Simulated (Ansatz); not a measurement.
# InP (F-43m) in Ansatz: a series of runs, part 2 of 2

Ansatz 0.2.0. The steps go on from the part before.

## (6) Phonons, PBEsol

Contents of input.yaml:

```yaml
crystal:
  lattice:
    - [0.0, 2.9305, 2.9305]
    - [2.9305, 0.0, 2.9305]
    - [2.9305, 2.9305, 0.0]
  atoms:
    - { symbol: In, position: [0.0, 0.0, 0.0] }
    - { symbol: P, position: [0.75, 0.75, 0.75] }
hamiltonian:
  xc: pbesol
  pseudopotentials: { kind: paw }
kpoints:
  mp_grid: { grid: [6, 6, 6] }
scf:
  occupations: { method: fixed }
phonons:
  method: dfpt
  dielectric: true
  rigid_motions: translations
  qmesh: [2, 2, 2]
  temperatures: { t_max: 1000, t_step: 100 }
  qpath:
    path:
      - [[0.0, 0.0, 0.0], [0.5, 0.0, 0.5], [0.5, 0.25, 0.75], [0.375, 0.375, 0.75], [0.0, 0.0, 0.0], [0.5, 0.5, 0.5], [0.625, 0.25, 0.625], [0.5, 0.25, 0.75], [0.5, 0.5, 0.5], [0.375, 0.375, 0.75]]
      - [[0.625, 0.25, 0.625], [0.5, 0.0, 0.5]]
    npoints: 8
```

Potentials or basis: Ansatz PAW.

Run with:

```console
$ ansatz run input.yaml --threads 2 --pin off --max-ram 5632MiB --backend cpu --events-out ev --progress --plain --runs-dir out
```

The log of the run:

```text
Warning: phonons: the dynamical matrix that this run interpolates holds no multipole term above the dipole-dipole one, and a site of this crystal is no centre of inversion, so its interpolated transverse optical and acoustic branches and sound speeds can stay off near Gamma, and the density of states and the thermodynamics with them. What a run solves at a wave vector of phonons.qpoints, Gamma apart, where the deck admits one, is free of this, and under fd what a larger phonons.supercell samples
Warning: RAYON_NUM_THREADS=2 ignored (pool sized by the plan → 2); use --threads N
Engine: ansatz 0.2.0, x86_64-unknown-linux-gnu
Pseudopotentials: kind: paw
Pseudopotential: In, paw, valence charge 13, recommended cutoff 420 eV (normal), In.paw.azcp
Pseudopotential: P, paw, valence charge 5, recommended cutoff 420 eV (normal), P.paw.azcp
Functional definition: PBEsol
  exchange = pbesol_x
  correlation = pbesol_c
Crystal: 2 atoms, lattice volume = 50.333 Å³
Basis set: ecut = 420 eV, 941 PW (Γ), exchange–correlation on 60×60×60 points (8 copies of the dense FFT grid, shifted against one another)
Bands: 13, of which v1, the nominal top of the filled ones, is band 9 counted from 1 (8 counted from 0)
Symmetry: 24 space group operations
k-points: 46 of 216 (irreducible under 4 space group operations, time reversal used)
Non-local potential: In, projectors of the file, l = 0: 2, l = 1: 2, l = 2: 2, l = 3: 2
Non-local potential: P, projectors of the file, l = 0: 2, l = 1: 2, l = 2: 2
PAW form: soft (Blöchl's): semilocal exchange-correlation on the pseudo side does not see the compensation charge
PAW frozen core: In, regenerated for the run's functional, and the local potential with it (the file was generated under x = pbe(κ = 0.804, μ = 0.2195149727645171), c = pbe(β = 0.06672455060314922))
PAW frozen core: P, regenerated for the run's functional, and the local potential with it (the file was generated under x = pbe(κ = 0.804, μ = 0.2195149727645171), c = pbe(β = 0.06672455060314922))
PAW one-centre angular grid: In, 590 points (default); XC on 64 Gauss nodes
[... 92 lines left out ...]
  optical modes at Γ without the LO–TO term, one row a degenerate level:
      ω (cm⁻¹)  modes    IR ((D/Å)²/amu)
        300.04      3            17.8010
  optical modes at Γ + LO–TO along q̂ = [1.0000, 0.0000, 0.0000]:
      ω (cm⁻¹)  modes    IR ((D/Å)²/amu)
        300.04      2            11.8673
        334.77      1             5.9337
  optical modes at Γ + LO–TO along q̂ = [0.0000, 1.0000, 0.0000]:
      ω (cm⁻¹)  modes    IR ((D/Å)²/amu)
        300.04      2            11.8673
        334.77      1             5.9337
  optical modes at Γ + LO–TO along q̂ = [0.0000, 0.0000, 1.0000]:
      ω (cm⁻¹)  modes    IR ((D/Å)²/amu)
        300.04      2            11.8673
        334.77      1             5.9337
--- Phonons (arbitrary-q DFPT): 3 irreducible q on the 2×2×2 mesh ---
  q = [0.0000, 0.0000, 0.0000] (star 1, of the zone-centre solve; hermiticity 1.35e-6, symmetrization 2.98e-13): -0.00 0.00 0.00 300.04 300.04 300.04
  q = [0.0000, 0.0000, -0.5000] (star 4, 2 solved perturbations on 68 of 216 k-point pairs; hermiticity 4.91e-7, symmetrization 7.99e-13): 50.76 50.76 163.11 306.74 306.74 328.09
  q = [0.0000, -0.5000, -0.5000] (star 3, 4 solved perturbations in 152 linear systems a pass and spin channel, the states on 46 of 216 k-point pairs; hermiticity 1.66e-8, symmetrization 2.74e-13): 63.62 63.62 177.06 316.23 316.23 321.01
  sum rule: each row above includes the acoustic sum rule's correction from the zone centre's row sums; it moved no ω² by more than (1.23 cm⁻¹)²
  mesh force constants: q→R imaginary residual 4.93e-17; ASR residual 1.726e-4 → 0.000e0 eV/Å²; symmetrization residual 5.329e-15 eV/Å²
  interpolated dispersion: 83 rows × 6 modes
  density of states and harmonic sums: on the 18×18×18 q-mesh, interpolated from the force constants of a 2×2×2 supercell (with the dipole–dipole term)
  largest difference from the sums on the solved wave vectors: F 6.46e-2 eV, S 9.69e-5 and C_V 3.22e-5 eV/K
  zero-point energy: 0.075663 eV/cell   skipped modes (ω ≤ 0): 3   left out of the sums: 8.57e-5 of the cell's modes: C_V's classical limit lies that fraction below 3 k_B per atom; for a crystal, a wire or a layer, F and S can be off by more, and a phonons.interpolated_qmesh denser along its periods is the remedy for the sampling
```

It took 39 s on 2 threads of Intel Xeon at 2.70GHz, shared host; peak memory 0.55 GiB.

What came out:

| Property | Result |
| --- | --- |
| Free energy | -6265.8525 eV |
| Band gap on the k mesh | 0.61 eV, direct |
| Highest phonon frequency, LO-TO splitting left out | 328 cm⁻¹ |

Phonon frequencies in cm⁻¹ (negative: imaginary):
```tsv
q point	frequencies
(0.000, 0.000, 0.000)	0 0 0 300 300 300
(0.000, 0.000, -0.500)	51 51 163 307 307 328
(0.000, -0.500, -0.500)	64 64 177 316 316 321
```

Caveat: spin-orbit coupling is left out, which moves the levels of the heavy elements; the q mesh is small, so phonon branches between its points and thermal values are rough; the PAW data sets come from PBE, with cores solved anew for the run's functional, which leaves a small shift of forces and pressure.

## (7) Overview

| task | level | spin | k mesh | cutoff (eV) | smearing | points for each segment of the path | q mesh | mesh quality | gap on the mesh (eV) | pressure (GPa) |
| --- | --- | --- | --- | --- | --- | --- | --- | --- | --- | --- |
| band structure | r2SCAN | off | 8 × 8 × 8 | 500 | fermi-dirac 0.05 eV | 14 | - | not flagged | 1.16 | 1.7 |
| band structure | r2SCAN | SOC, no magnetisation | 6 × 6 × 6 | 500 | fermi-dirac 0.05 eV | 14 | - | not flagged | 1.14 | 1.6 |
| band structure | r2SCAN50 | off | 4 × 4 × 4 | 500 | fermi-dirac 0.05 eV | 4 | - | coarse | 3.81 | -0.5 |
| band structure | HF | off | 4 × 4 × 4 | 420 | fermi-dirac 0.05 eV | 4 | - | coarse | 7.37 | 5.3 |
| phonons | PBEsol | off | 6 × 6 × 6 | 420 | fixed | 8 | 2 × 2 × 2 | not flagged | 0.61 | - |

Alike in all rows: potentials or basis Ansatz PAW; cell as given.

Caveats: some runs use coarse meshes; the PAW data sets come from PBE, with cores solved anew for the run's functional, which leaves a small shift of forces and pressure; spin-orbit coupling is left out, which moves the levels of the heavy elements (some runs); the thresholds are loose for stress (some runs).

Total energies depend on the potentials used, so only differences within one code and one set of settings carry meaning.

## (8) Against experiment

Step 2. Against the measured gap of InP, 1.4236 eV (direct; 1.6 K; a printed reference work, data compilation), the calculated 1.16 eV is off by -0.26 eV. Spin-orbit coupling on In is left out. The value is that of r2SCAN, without temperature or zero-point motion.

Step 3. A measured gap of InP is 1.4236 eV (direct; 1.6 K; a printed reference work, data compilation); the calculated 1.14 eV misses it by -0.29 eV. The value is that of r2SCAN, without temperature or zero-point motion.

Step 6. Against the measured gap of InP, 1.4236 eV (direct; 1.6 K; a printed reference work, data compilation), the calculated 0.61 eV is off by -0.81 eV. Spin-orbit coupling on In is left out. The value is that of PBEsol, without temperature or zero-point motion. Semilocal functionals fall short of measured gaps as a rule.
